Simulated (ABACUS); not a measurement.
Here is an ABACUS 3.10.1 calculation.

The input INPUT:

```
INPUT_PARAMETERS
suffix              Te2Mo
calculation         scf
basis_type          pw
pseudo_dir          ./
symmetry            1
dft_functional      pz
ecutwfc             83
pseudo_rcut         7
nspin               1
nbands              62
ks_solver           dav
smearing_method     fd
smearing_sigma      0.00367493
scf_thr             1e-08
scf_nmax            100
mixing_type         broyden
mixing_beta         0.7
cal_force           1
cal_stress          1
out_chg             1
out_pot             2
out_elf             1
```

The input STRU:

```
ATOMIC_SPECIES
Te 127.6000 Te.upf
Mo 95.9500 Mo.upf

LATTICE_CONSTANT
1.8897261246

LATTICE_VECTORS
6.3616090156 0.0000000000 0.0000000000
0.0000000000 3.4804030600 0.0000000000
-0.0857412231 0.0000000000 36.1758904685

ATOMIC_POSITIONS
Direct

Te
0.0
4
0.4292511000 0.7500000000 0.5407035800 1 1 1
0.5707489000 0.2500000000 0.4592964200 1 1 1
0.9208478700 0.2500000000 0.5565273200 1 1 1
0.0791521300 0.7500000000 0.4434726800 1 1 1

Mo
0.0
2
0.1813475600 0.2500000000 0.4974653700 1 1 1
0.8186524400 0.7500000000 0.5025346300 1 1 1
```

The input KPT:

```
K_POINTS
0
Gamma
3 6 1 0 0 0
```

Potentials or basis: PseudoDojo NC SR 0.4.1 LDA standard, plane waves.

The run is started by

```bash
$ OMP_NUM_THREADS=1 mpirun -np 4 abacus > log
```

Problem. What does it give for the largest force?

Solution. 0.381 eV/Å.

Problem. Estimate the band gap on the k mesh.

Solution. None (metal or under the smearing width).

Stress tensor (GPa, compression positive):
```
-0.95  0.00 -0.01
 0.00 -0.99  0.00
-0.01  0.00 -0.51
```

The run has no spin-orbit coupling, so splittings on Te are missing.
